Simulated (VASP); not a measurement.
# NaF (Fm-3m) in VASP: notebook

Aim: see how the results for NaF move with the level of theory and the settings. Levels: PBEsol, r2SCAN. Tasks: single point.

Everything below comes from runs of VASP 6.6.1. Logs are shortened: lines on timing, memory, paths and dates and some standing lists are left out, and cuts for length are marked.

## 1. Starting point

Symmetry: Fm-3m, No. 225, cubic system. The conventional cell has a = 4.624 Å, b = 4.624 Å, c = 4.624 Å, α = 90.00°, β = 90.00°, γ = 90.00°. Na (site symmetry m-3m) is surrounded by 6 F at 2.31 Å. F (site symmetry m-3m) has 6 Na at 2.31 Å as nearest neighbours.

## 2. Single point, PBEsol

The input, INCAR:

```
ALGO = Fast
EDIFF = 1E-7
ENCUT = 700
GGA = PS
ISIF = 2
ISMEAR = 0
LASPH = T
LCHARG = F
LREAL = F
LWAVE = F
NBANDS = 14
NELM = 100
PREC = Accurate
SIGMA = 0.02
```

The input, KPOINTS:

```
k-points
0
Gamma
  8 8 8
```

The input, POSCAR:

```
NaF
1.0
    0.0000000000      2.3121900000      2.3121900000
    2.3121900000      0.0000000000      2.3121900000
    2.3121900000      2.3121900000      0.0000000000
Na F
1 1
Direct
    0.0000000000      0.0000000000      0.0000000000
    0.5000000000      0.5000000000      0.5000000000
```

Potentials or basis: VASP PAW PBE potentials, release 64 (Na_pv, F).

Launch:

```console
$ cat potpaw_PBE.64/Na_pv/POTCAR potpaw_PBE.64/F/POTCAR > POTCAR
$ mpirun -np 1 vasp_std > vasp.out
```

OUTCAR:

```text
EDIFF = 1E-7
   ENCUT = 700
   GGA = PS
   ISIF = 2
   ISMEAR = 0
   LASPH = T
   LREAL = F
   NELM = 100
   PREC = Accurate

 ion  position               nearest neighbor table
   1  0.000  0.000  0.000-   2 2.31   2 2.31   2 2.31   2 2.31   2 2.31   2 2.31
   2  0.500  0.500  0.500-   1 2.31   1 2.31   1 2.31   1 2.31   1 2.31   1 2.31

  LATTYP: Found a face centered cubic cell.
 ALAT       =     4.6243800000

  Lattice vectors:

 A1 = (   0.0000000000,   2.3121900000,   2.3121900000)
 A2 = (   2.3121900000,   0.0000000000,   2.3121900000)
 A3 = (   2.3121900000,   2.3121900000,   0.0000000000)

Analysis of symmetry for initial positions (statically):
=====================================================================
 Subroutine PRICEL returns:
 Original cell was already a primitive cell.

 Routine SETGRP: Setting up the symmetry group for a
 face centered cubic supercell.

 Subroutine GETGRP returns: Found 48 space group operations
 (whereof 48 operations were pure point group operations)
 out of a pool of 48 trial point group operations.

The static configuration has the point symmetry O_h .

Analysis of symmetry for dynamics (positions and initial velocities):
=====================================================================
 Subroutine PRICEL returns:
 Original cell was already a primitive cell.

 Routine SETGRP: Setting up the symmetry group for a
 face centered cubic supercell.

 Subroutine GETGRP returns: Found 48 space group operations
 (whereof 48 operations were pure point group operations)
 out of a pool of 48 trial point group operations.

The dynamic configuration has the point symmetry O_h .

 Subroutine INISYM returns: Found 48 space group operations
 (whereof 48 operations are pure point group operations),
 and found     1 'primitive' translations

----------------------------------------------------------------------------------------

                                     Primitive cell

  volume of cell :      24.7230

  direct lattice vectors                    reciprocal lattice vectors
     0.000000000  2.312190000  2.312190000    -0.216245205  0.216245205  0.216245205
     2.312190000  0.000000000  2.312190000     0.216245205 -0.216245205  0.216245205
     2.312190000  2.312190000  0.000000000     0.216245205  0.216245205 -0.216245205

  length of vectors
     3.269930457  3.269930457  3.269930457     0.374547682  0.374547682  0.374547682

  position of ions in fractional coordinates (direct lattice)
     0.000000000  0.000000000  0.000000000
     0.500000000  0.500000000  0.500000000
[... 90 lines left out ...]
   EMIN   =  10.00;   EMAX   =-10.00  energy-range for DOS
   EFERMI =   0.00;   METHOD = LEGACY
   ISMEAR =     0;   SIGMA  =   0.02  broadening in eV -4-tet -1-fermi 0-gaus
   EFERMI_NEDOS =   21; number of points for ismear=-14 and -15
   IALGO  =     68    algorithm
   IMIX   =      4    mixing-type and parameters
     AMIX     =   0.40;   BMIX     =  1.00
     AMIX_MAG =   1.60;   BMIX_MAG =  1.00
  volume/ion in A,a.u.               =      12.36        83.42
  Fermi-wavevector in a.u.,A,eV,Ry     =   1.354412  2.559467 24.958945  1.834431
  Thomas-Fermi vector in A             =   2.481585
   LORBIT       =      0    0 simple, 1 ext, 2 COOP (PROOUT), +10 PAW based schemes
   GGA     = PS    functional components
   LHFCALC =     F    Hartree Fock is set to
   AEXX    =    0.0000 exact exchange contribution
   IVDW    =     0    specifies the selected vdW correction
   LEPSILON=     F    determine dielectric tensor
   LRPA    =     F    only Hartree local field effects (RPA)
 non-spin polarized calculation
 RMM-DIIS sequential band-by-band and
 Gauss-broadening in eV      SIGMA  =   0.02
  energy-cutoff  :      700.00
  volume of cell :       24.72
 maximum number of plane-waves:      1056
   NGX = 15   NGY = 15   NGZ = 15

 number of electron      14.0000005 magnetization

 Free energy of the ion-electron system (eV)
  ---------------------------------------------------
  ext. energy  EPLUGINS =         0.00000000
  ---------------------------------------------------
  free energy    TOTEN  =        -8.77253457 eV

  energy without entropy =       -8.77253457  energy(sigma->0) =       -8.77253457

 E-fermi :  -2.0167     XC(G=0):  -9.3644

 val. band max:       -2.1547816350   @ k =   0.0000   0.0000   0.0000
 cond. band min:       4.0425848008   @ k =   0.0000   0.0000   0.0000
 fundamental gap:      6.1973664358
 Fermi energy:        -2.0167011882

 k-point     1 :       0.0000    0.0000    0.0000
  band No.  band energies     occupation
      1     -21.2207      2.00000
      2     -20.9030      2.00000
      3     -20.9030      2.00000
      4     -20.9030      2.00000
      5      -2.1548      2.00000
      6      -2.1548      2.00000
      7      -2.1548      2.00000
      8       4.0426      0.00000
      9      16.7359      0.00000
     10      16.7359      0.00000
     11      16.7359      0.00000
     12      19.4381      0.00000
     13      21.8270      0.00000
     14      21.8270      0.00000
[... 377 lines left out ...]
      1     -21.6580      2.00000
      2     -20.9604      2.00000
      3     -20.9356      2.00000
      4     -20.2935      2.00000
      5      -3.4984      2.00000
      6      -2.7479      2.00000
      7      -2.5001      2.00000
      8       9.5025      0.00000
      9      10.4659      0.00000
     10      14.9281      0.00000
     11      16.7703      0.00000
     12      19.9589      0.00000
     13      21.0275      0.00000
     14      25.8559      0.00000

 [... further k-points ...]

------------------------ aborting loop because EDIFF is reached ----------------------------------------

  FORCE on cell =-STRESS in cart. coord.  units (eV):
  Direction    XX          YY          ZZ          XY          YZ          ZX
  --------------------------------------------------------------------------------------
  -------------------------------------------------------------------------------------
  Total       -0.0001424     -0.0001424     -0.0001424      0.0000000      0.0000000     -0.0000000
  in kB       -0.0092306     -0.0092306     -0.0092306      0.0000000      0.0000000     -0.0000000
  external PRESSURE =      -0.0092306 kB  Pullay stress =       0.0000000 kB

 VOLUME and BASIS-vectors are now :
 -----------------------------------------------------------------------------
  energy-cutoff  :      700.00
  volume of cell :       24.72
      direct lattice vectors                 reciprocal lattice vectors
     0.000000000  2.312190000  2.312190000    -0.216245205  0.216245205  0.216245205
     2.312190000  0.000000000  2.312190000     0.216245205 -0.216245205  0.216245205
     2.312190000  2.312190000  0.000000000     0.216245205  0.216245205 -0.216245205

 POSITION                                       TOTAL-FORCE (eV/Angst)
 -----------------------------------------------------------------------------------
      0.00000      0.00000      0.00000        -0.000000      0.000000      0.000000
      2.31219      2.31219      2.31219         0.000000     -0.000000     -0.000000
 -----------------------------------------------------------------------------------
    total drift:                                0.000000      0.000000      0.000000

  FREE ENERGIE OF THE ION-ELECTRON SYSTEM (eV)
  ---------------------------------------------------
  free  energy   TOTEN  =        -8.7725345695 eV

  energy  without entropy=       -8.7725345695  energy(sigma->0) =       -8.77253457
```

stdout:

```text
POSCAR found type information on POSCAR NaF
 POSCAR found :  2 types and       2 ions
 scaLAPACK will be used
 -----------------------------------------------------------------------------
|                                                                             |
|                                                                             |
|     You enforced a specific xc type in the INCAR file but a different       |
|     I HOPE YOU KNOW WHAT YOU ARE DOING!                                     |
|                                                                             |
 -----------------------------------------------------------------------------

 LDA part: xc-table for (Slater+PW92), standard interpolation
 POSCAR, INCAR and KPOINTS ok, starting setup
 FFT: planning ... GRIDC
 FFT: planning ... GRID_SOFT
 FFT: planning ... GRID
 WAVECAR not read
 entering main loop
```

It took 24 s on 1 thread of Intel Xeon Platinum 8559C (Emerald Rapids), shared host; peak memory 0.15 GiB.

Results:

```
Free energy            : -8.7725 eV
Pressure               : 0.0 GPa
Band gap on the k mesh : 6.20 eV, direct
```

Caveat: the PAW data sets were made with another functional, which shifts forces and pressure a little.

## 3. Single point, PBEsol

INCAR: that of step 2 with these lines changed.

```diff
@@ -2,3 +2,3 @@
 EDIFF = 1E-7
-ENCUT = 700
+ENCUT = 520
 GGA = PS
```

The input, KPOINTS:

```
k-points
0
Gamma
  14 14 14
```

POSCAR is that of step 2.

Potentials or basis: VASP PAW PBE potentials, release 64 (Na_pv, F).

Launch:

```console
$ cat potpaw_PBE.64/Na_pv/POTCAR potpaw_PBE.64/F/POTCAR > POTCAR
$ mpirun -np 1 vasp_std > vasp.out
```

OUTCAR:

```text
EDIFF = 1E-7
   ENCUT = 520
   GGA = PS
   ISIF = 2
   ISMEAR = 0
   LASPH = T
   LREAL = F
   NELM = 100
   PREC = Accurate

 ion  position               nearest neighbor table
   1  0.000  0.000  0.000-   2 2.31   2 2.31   2 2.31   2 2.31   2 2.31   2 2.31
   2  0.500  0.500  0.500-   1 2.31   1 2.31   1 2.31   1 2.31   1 2.31   1 2.31

  LATTYP: Found a face centered cubic cell.
 ALAT       =     4.6243800000

  Lattice vectors:

 A1 = (   0.0000000000,   2.3121900000,   2.3121900000)
 A2 = (   2.3121900000,   0.0000000000,   2.3121900000)
 A3 = (   2.3121900000,   2.3121900000,   0.0000000000)

Analysis of symmetry for initial positions (statically):
=====================================================================
 Subroutine PRICEL returns:
 Original cell was already a primitive cell.

 Routine SETGRP: Setting up the symmetry group for a
 face centered cubic supercell.

 Subroutine GETGRP returns: Found 48 space group operations
 (whereof 48 operations were pure point group operations)
 out of a pool of 48 trial point group operations.

The static configuration has the point symmetry O_h .

Analysis of symmetry for dynamics (positions and initial velocities):
[... 177 lines left out ...]
      8       4.0439      0.00000
      9      16.7372      0.00000
     10      16.7372      0.00000
     11      16.7372      0.00000
     12      19.4337      0.00000
     13      21.8272      0.00000
     14      21.8272      0.00000
[... 377 lines left out ...]
      1     -21.5813      2.00000
      2     -20.9201      2.00000
      3     -20.9171      2.00000
      4     -20.4473      2.00000
      5      -3.0793      2.00000
      6      -2.3520      2.00000
      7      -2.3339      2.00000
      8       6.2625      0.00000
      9      12.7555      0.00000
     10      17.0817      0.00000
     11      17.2273      0.00000
     12      18.4271      0.00000
     13      22.3052      0.00000
     14      24.1783      0.00000

 [... further k-points ...]

------------------------ aborting loop because EDIFF is reached ----------------------------------------

  FORCE on cell =-STRESS in cart. coord.  units (eV):
  Direction    XX          YY          ZZ          XY          YZ          ZX
  --------------------------------------------------------------------------------------
  -------------------------------------------------------------------------------------
  Total        0.0201751      0.0201751      0.0201751      0.0000000     -0.0000000      0.0000000
  in kB        1.3074488      1.3074488      1.3074488      0.0000000     -0.0000000      0.0000000
  external PRESSURE =       1.3074488 kB  Pullay stress =       0.0000000 kB

 VOLUME and BASIS-vectors are now :
 -----------------------------------------------------------------------------
  energy-cutoff  :      520.00
  volume of cell :       24.72
      direct lattice vectors                 reciprocal lattice vectors
     0.000000000  2.312190000  2.312190000    -0.216245205  0.216245205  0.216245205
     2.312190000  0.000000000  2.312190000     0.216245205 -0.216245205  0.216245205
     2.312190000  2.312190000  0.000000000     0.216245205  0.216245205 -0.216245205

 POSITION                                       TOTAL-FORCE (eV/Angst)
 -----------------------------------------------------------------------------------
      0.00000      0.00000      0.00000        -0.000000      0.000000      0.000000
      2.31219      2.31219      2.31219         0.000000     -0.000000     -0.000000
 -----------------------------------------------------------------------------------
    total drift:                                0.000000     -0.000000      0.000000

  FREE ENERGIE OF THE ION-ELECTRON SYSTEM (eV)
  ---------------------------------------------------
  free  energy   TOTEN  =        -8.7685605058 eV

  energy  without entropy=       -8.7685605058  energy(sigma->0) =       -8.76856051
```

Wall time 36 s (1 thread of Intel Xeon Platinum 8559C (Emerald Rapids), shared host); peak memory 0.15 GiB.

Results:

| Quantity | Value |
| --- | --- |
| Free energy | -8.7686 eV |
| Pressure | 0.1 GPa |
| Band gap on the k mesh | 6.19 eV, direct |

Caveat: the PAW data sets were made with another functional, which shifts forces and pressure a little. A k mesh can miss the band edges.

## 4. Single point, PBEsol

INCAR: that of step 3 with these lines changed.

```diff
@@ -13,2 +13,2 @@
 PREC = Accurate
-SIGMA = 0.02
+SIGMA = 0.5
```

The input, KPOINTS:

```
k-points
0
Gamma
  8 8 8
```

POSCAR is that of step 3.

Launch:

```console
$ cat potpaw_PBE.64/Na_pv/POTCAR potpaw_PBE.64/F/POTCAR > POTCAR
$ mpirun -np 1 vasp_std > vasp.out
```

It used 5.6 s of CPU time on 1 thread of Intel(R) Xeon(R) Platinum 8559C (Emerald Rapids), with other jobs on the host, which was overloaded at the time.

It converged, with:

```yaml
Free_energy: -8.7686 eV
Pressure: 0.1 GPa
Band_gap_on_the_k_mesh: 6.19 eV, direct
```

Levels at points of the mesh, in eV from the valence-band top:
```
           k point  band 3  band 4  band 5  band 6  band 7  band 8  band 9  band 10  band 11  band 12
(0.00, 0.00, 0.00)  -18.75  -18.75    0.00    0.00    0.00    6.19   18.89    18.89    18.89    21.58
(0.50, 0.00, 0.00)  -18.76  -18.00   -1.63   -0.26   -0.26   10.64   12.39    20.05    20.05    22.88
(0.50, 0.50, 0.00)  -18.81  -18.80   -1.31   -0.41   -0.41   13.03   13.12    13.59    19.72    19.72
```

Caveat: the PAW data sets were made with another functional, which shifts forces and pressure a little. A hybrid or GW would open this gap; PBEsol tends to underestimate it.

## 5. Single point, PBEsol

The input, INCAR:

```
ALGO = Fast
EDIFF = 1E-7
ENCUT = 900
GGA = PS
ISIF = 2
ISMEAR = 0
LASPH = T
LCHARG = F
LREAL = F
LWAVE = F
NBANDS = 14
NELM = 100
PREC = Accurate
SIGMA = 0.02
```

KPOINTS is that of step 4.

POSCAR is that of step 4.

Potentials or basis: VASP PAW PBE potentials, release 64 (Na_pv, F_h).

Launch:

```console
$ cat potpaw_PBE.64/Na_pv/POTCAR potpaw_PBE.64/F_h/POTCAR > POTCAR
$ mpirun -np 1 vasp_std > vasp.out
```

Wall time 22 s (1 thread of Intel Xeon Platinum 8559C (Emerald Rapids), shared host); peak memory 0.17 GiB.

The run converged. Its results:

```yaml
Free_energy: -8.7755 eV
Pressure: -0.4 GPa
Band_gap_on_the_k_mesh: 6.20 eV, direct
```

Levels at points of the mesh, in eV from the valence-band top:
```
           k point  band 5  band 6  band 7  band 8  band 9  band 10
(0.00, 0.00, 0.00)    0.00    0.00    0.00    6.20   18.89    18.89
(0.50, 0.00, 0.00)   -1.63   -0.26   -0.26   10.65   12.39    20.05
(0.50, 0.50, 0.00)   -1.31   -0.41   -0.41   13.03   13.12    13.59
```

Caveat: the cutoff is under 1.25 times the usual one of these potentials, so pressure, stress and relaxed cells hold a basis-set (Pulay) error; the PAW data sets were made with another functional, which shifts forces and pressure a little. As with any semilocal functional, this PBEsol gap is likely too small.

## 6. Single point, r2SCAN

The input, INCAR:

```
ALGO = Normal
EDIFF = 1E-7
ENCUT = 520
ISIF = 2
ISMEAR = 0
LASPH = T
LCHARG = F
LMIXTAU = T
LREAL = F
LWAVE = F
METAGGA = R2SCAN
NBANDS = 14
NELM = 100
PREC = Accurate
SIGMA = 0.02
```

KPOINTS is that of step 5.

POSCAR is that of step 5.

Potentials or basis: VASP PAW PBE potentials, release 64 (Na_pv, F).

Launch:

```console
$ cat potpaw_PBE.64/Na_pv/POTCAR potpaw_PBE.64/F/POTCAR > POTCAR
$ mpirun -np 1 vasp_std > vasp.out
```

Wall time 44 s (1 thread of Intel Xeon Platinum 8559C (Emerald Rapids), shared host); peak memory 0.14 GiB.

Results (log left out):

- Free energy: -12.5996 eV
- Pressure: -1.7 GPa
- Band gap on the k mesh: 7.21 eV, direct

Levels at points of the mesh, in eV from the valence-band top:
```csv
k point,band 3,band 4,band 5,band 6,band 7,band 8,band 9,band 10,band 11,band 12
"(0.00, 0.00, 0.00)",-19.48,-19.48,0.00,0.00,0.00,7.21,19.83,19.83,19.83,22.49
"(0.50, 0.00, 0.00)",-19.49,-18.96,-1.56,-0.27,-0.27,11.67,13.47,21.48,21.48,23.97
"(0.50, 0.50, 0.00)",-19.53,-19.53,-1.27,-0.41,-0.41,13.94,14.11,14.91,21.19,21.19
```

Caveat: the PAW data sets were made with another functional, which shifts forces and pressure a little.

## 7. Overview

| level | potentials or basis | k mesh | cutoff (eV) | smearing | gap on the mesh (eV) | pressure (GPa) |
| --- | --- | --- | --- | --- | --- | --- |
| PBEsol | VASP PAW PBE potentials, release 64 (Na_pv, F) | 8 × 8 × 8 | 700 | gaussian 0.02 eV | 6.20 | 0.0 |
| PBEsol | VASP PAW PBE potentials, release 64 (Na_pv, F) | 14 × 14 × 14 | 520 | gaussian 0.02 eV | 6.19 | 0.1 |
| PBEsol | VASP PAW PBE potentials, release 64 (Na_pv, F) | 8 × 8 × 8 | 520 | gaussian 0.5 eV | 6.19 | 0.1 |
| PBEsol | VASP PAW PBE potentials, release 64 (Na_pv, F_h) | 8 × 8 × 8 | 900 | gaussian 0.02 eV | 6.20 | -0.4 |
| r2SCAN | VASP PAW PBE potentials, release 64 (Na_pv, F) | 8 × 8 × 8 | 520 | gaussian 0.02 eV | 7.21 | -1.7 |

Alike in all rows: task single point; no spin polarisation; cell as given.

Caveats: the PAW data sets were made with another functional, which shifts forces and pressure a little; the cutoff is under 1.25 times the usual one of these potentials, so pressure, stress and relaxed cells hold a basis-set (Pulay) error (some runs).

Total energies depend on the potentials used, so only differences within one code and one set of settings carry meaning.
